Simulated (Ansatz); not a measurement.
**Structures of TiO₂: which is lowest?**

Plane-wave DFT in Ansatz with scalar-relativistic PAW potentials, cutoff 420 eV, Γ-centred meshes chosen by cell and gap, Gaussian smearing with energies taken to zero width. Every cell was relaxed (cell and atoms) in a run of its own, within the symmetry of its start. Functional: PBE.

Relaxed structures (starts from databases or built by putting these elements on another compound's sites):
A. P4_2/mnm, 6 atoms in the computed cell, a = 4.643 Å, c = 2.964 Å; sites (symmetry × multiplicity) Ti m.mm × 2, O m.2m × 4; start: database
B. I4_1/amd, 6 atoms in the computed cell, a = 3.799 Å, c = 9.698 Å; sites (symmetry × multiplicity) Ti -4m2 × 4, O 2mm. × 8; start: database
C. Pbca, 24 atoms in the computed cell, a = 5.170 Å, b = 9.258 Å, c = 5.503 Å; sites (symmetry × multiplicity) Ti 1 × 8, O 1 × 8 + 1 × 8; start: database
D. C222_1, 12 atoms in the computed cell, a = 5.933 Å, b = 10.294 Å, c = 9.679 Å; sites (symmetry × multiplicity) Ti 1 × 8, O .2. × 4 + 1 × 8 + 2.. × 4; start: built
E. Pbcn, 12 atoms in the computed cell, a = 4.579 Å, b = 5.573 Å, c = 4.924 Å; sites (symmetry × multiplicity) Ti .2. × 4, O 1 × 8; start: database
F. I4/m, 12 atoms in the computed cell, a = 8.809 Å, c = 3.765 Å; sites (symmetry × multiplicity) Ti m.. × 8, O m.. × 8 + m.. × 8; start: database
G. I4/mmm, 12 atoms in the computed cell, a = 10.128 Å, c = 5.956 Å; sites (symmetry × multiplicity) Ti m.2m × 8, O ..2/m × 8 + m2m. × 8; start: built

**Question.** Rank them by energy. Could pressure change the order?

**Answer.**
| structure | group | E − E(lowest) (meV/atom) | V (Å³/atom) | gap on mesh (eV) |
| --- | --- | --- | --- | --- |
| B | I4_1/amd | 0.0 | 11.66 | 2.14 |
| C | Pbca | 14.8 | 10.98 | 2.39 |
| D | C222_1 | 21.9 | 24.63 | 3.29 |
| G | I4/mmm | 24.8 | 25.45 | 3.29 |
| E | Pbcn | 27.2 | 10.47 | 2.62 |
| F | I4/m | 32 | 12.17 | 2.01 |
| A | P4_2/mnm | 32 | 10.65 | 1.86 |

B is lowest, 15 meV/atom under C. C is denser by 0.69 Å³/atom, so pressure favours it: ΔE/ΔV, with ΔE in eV and 1 eV/Å³ = 160.2 GPa, gives about 3.4 GPa for equal enthalpy if both cells were rigid, a rough figure since the two compress differently. Other structures may lie lower than all of these, and vibrations aren't counted.